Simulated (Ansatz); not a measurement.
# TiO2: the cost of one run

Program: Ansatz 0.2.0. Level of theory: DFT PBE, scalar-relativistic, plane waves, PAW. These are calculated values, not measurements.

## (1) The system as given

It takes space group P1 (No. 1, triclinic). Conventional cell: a = 2.968 Å, b = 4.708 Å, c = 7.241 Å, α = 88.08°, β = 78.18°, γ = 90.00°. Ti (site symmetry 1) has 6 O at 1.95 to 1.98 Å in its first shell of neighbours. Ti (site symmetry 1) has 6 O at 1.96 to 1.97 Å in its first shell of neighbours. O (site symmetry 1) has 3 Ti at 1.96 Å in its first shell of neighbours. O (site symmetry 1) is surrounded by 3 Ti at 1.95 to 1.98 Å. O (site symmetry 1) is surrounded by 3 Ti at 1.97 Å. Only part of the 9 independent sites is listed.

Structure file:

```cif
data_structure
_symmetry_space_group_name_H-M 'P1'
_symmetry_Int_Tables_number 1
_cell_length_a 2.9683
_cell_length_b 4.7076
_cell_length_c 7.2412
_cell_angle_alpha 88.082
_cell_angle_beta 78.178
_cell_angle_gamma 89.997
_cell_volume 98.98
loop_
_atom_site_label
_atom_site_type_symbol
_atom_site_symmetry_multiplicity
_atom_site_Wyckoff_symbol
_atom_site_fract_x
_atom_site_fract_y
_atom_site_fract_z
_atom_site_occupancy
Ti1 Ti 1 a 0.66171 0.52047 0.68450 1
Ti2 Ti 1 a 0.34464 0.48026 0.31696 1
Ti3 Ti 1 a 0.00337 0.00039 0.00070 1
O1 O 1 a 0.56803 0.81530 0.87283 1
O2 O 1 a 0.22941 0.70301 0.54951 1
O3 O 1 a 0.90650 0.69184 0.19517 1
O4 O 1 a 0.10124 0.30895 0.80624 1
O5 O 1 a 0.77793 0.29773 0.45188 1
O6 O 1 a 0.44004 0.18544 0.12854 1
```

The runs take a perfect supercell of 54 atoms; the defect goes to fractional position (0.221, 0.260, 0.684).

## (2) The perfect supercell

input.yaml

```yaml
crystal:
  lattice:
    - [8.904794, 0.0, 0.0]
    - [0.000416, 9.415214, 0.0]
    - [1.48357, 0.242353, 7.083465]
  atoms:
    - { symbol: Ti, position: [0.220569, 0.260237, 0.684496] }
    - { symbol: Ti, position: [0.220569, 0.760237, 0.684496] }
    - { symbol: Ti, position: [0.553903, 0.260237, 0.684496] }
    - { symbol: Ti, position: [0.553903, 0.760237, 0.684496] }
    - { symbol: Ti, position: [0.887236, 0.260237, 0.684496] }
    - { symbol: Ti, position: [0.887236, 0.760237, 0.684496] }
    - { symbol: Ti, position: [0.11488, 0.24013, 0.31696] }
    - { symbol: Ti, position: [0.11488, 0.74013, 0.31696] }
    - { symbol: Ti, position: [0.448213, 0.24013, 0.31696] }
    - { symbol: Ti, position: [0.448213, 0.74013, 0.31696] }
    - { symbol: Ti, position: [0.781547, 0.24013, 0.31696] }
    - { symbol: Ti, position: [0.781547, 0.74013, 0.31696] }
    - { symbol: Ti, position: [0.001124, 0.000194, 0.000703] }
    - { symbol: Ti, position: [0.001124, 0.500194, 0.000703] }
    - { symbol: Ti, position: [0.334457, 0.000194, 0.000703] }
    - { symbol: Ti, position: [0.334457, 0.500194, 0.000703] }
    - { symbol: Ti, position: [0.667791, 0.000194, 0.000703] }
    - { symbol: Ti, position: [0.667791, 0.500194, 0.000703] }
    - { symbol: O, position: [0.189342, 0.40765, 0.872827] }
    - { symbol: O, position: [0.189342, 0.90765, 0.872827] }
    - { symbol: O, position: [0.522675, 0.40765, 0.872827] }
    - { symbol: O, position: [0.522675, 0.90765, 0.872827] }
    - { symbol: O, position: [0.856009, 0.40765, 0.872827] }
    - { symbol: O, position: [0.856009, 0.90765, 0.872827] }
    - { symbol: O, position: [0.076469, 0.351504, 0.549515] }
    - { symbol: O, position: [0.076469, 0.851504, 0.549515] }
    - { symbol: O, position: [0.409802, 0.351504, 0.549515] }
    - { symbol: O, position: [0.409802, 0.851504, 0.549515] }
    - { symbol: O, position: [0.743136, 0.351504, 0.549515] }
    - { symbol: O, position: [0.743136, 0.851504, 0.549515] }
    - { symbol: O, position: [0.302166, 0.345918, 0.195172] }
    - { symbol: O, position: [0.302166, 0.845918, 0.195172] }
    - { symbol: O, position: [0.635499, 0.345918, 0.195172] }
    - { symbol: O, position: [0.635499, 0.845918, 0.195172] }
    - { symbol: O, position: [0.968832, 0.345918, 0.195172] }
    - { symbol: O, position: [0.968832, 0.845918, 0.195172] }
    - { symbol: O, position: [0.033745, 0.154477, 0.806243] }
    - { symbol: O, position: [0.033745, 0.654477, 0.806243] }
    - { symbol: O, position: [0.367079, 0.154477, 0.806243] }
    - { symbol: O, position: [0.367079, 0.654477, 0.806243] }
    - { symbol: O, position: [0.700412, 0.154477, 0.806243] }
    - { symbol: O, position: [0.700412, 0.654477, 0.806243] }
    - { symbol: O, position: [0.259309, 0.148864, 0.451878] }
    - { symbol: O, position: [0.259309, 0.648864, 0.451878] }
    - { symbol: O, position: [0.592642, 0.148864, 0.451878] }
    - { symbol: O, position: [0.592642, 0.648864, 0.451878] }
    - { symbol: O, position: [0.925975, 0.148864, 0.451878] }
    - { symbol: O, position: [0.925975, 0.648864, 0.451878] }
    - { symbol: O, position: [0.146679, 0.092719, 0.128539] }
    - { symbol: O, position: [0.146679, 0.592719, 0.128539] }
    - { symbol: O, position: [0.480013, 0.092719, 0.128539] }
    - { symbol: O, position: [0.480013, 0.592719, 0.128539] }
    - { symbol: O, position: [0.813346, 0.092719, 0.128539] }
    - { symbol: O, position: [0.813346, 0.592719, 0.128539] }
basis:
  ecutwfc: 420
  fft_grid_basis: typed
kpoints:
  mp_grid: { grid: [2, 1, 2] }
hamiltonian:
  xc: pbe
  pseudopotentials: { kind: paw }
scf:
  occupations: { method: gaussian, width: 0.05 }
output:
  forces: true
  stress: false
  eigenvalues: true
  bader: false
  write_density: true
  volumetric_format: npy
```

Command:

```console
> ansatz run input.yaml --threads 8 --pin off --max-ram 16384MiB --backend cpu --events-out ev --progress --plain --runs-dir out
```

Q: Estimate wall time and peak memory on 8 threads of Intel Xeon Platinum 8259CL at 2.50GHz (Skylake/Cascade Lake), shared host.

About 7.1 s, with a peak of 3.1 GiB.
